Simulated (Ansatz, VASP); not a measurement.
# NaCl in VASP and in Ansatz

```
Na Cl
1.0
     0.00000    2.83175    2.83175
     2.83175    0.00000    2.83175
     2.83175    2.83175    0.00000
Na Cl
1 1
Direct
  0.00000 0.00000 0.00000
  0.50000 0.50000 0.50000
```

Alike in both runs: task single point; functional PBE; k mesh 8 × 8 × 8; occupations gaussian, width 0.05 eV; no spin polarisation.

|  | VASP | Ansatz |
| --- | --- | --- |
| version | VASP 6.6.1 | Ansatz 0.2.0 |
| potentials or method | VASP PAW PBE potentials, release 64 (Na_pv, Cl) | scalar-relativistic, plane waves, PAW |
| plane-wave cutoff (eV) | 520 | 420 |
| valence electrons in the cell | 14 | 16 |

```csv
,VASP,Ansatz,Ansatz less VASP
gap on the k mesh at the Fermi level (eV),5.06,5.06,0.000
least direct gap on the mesh (eV),5.06,5.06,0.000
pressure (GPa),0.4,0.4,+0.03
```

The functional is the same, so the differences come from potentials, cutoffs and numerics. The two sets of potentials don't hold the same shells in valence.

PBE gaps usually lie below the measured ones, often by a third to a half. A k mesh can miss the band edges.
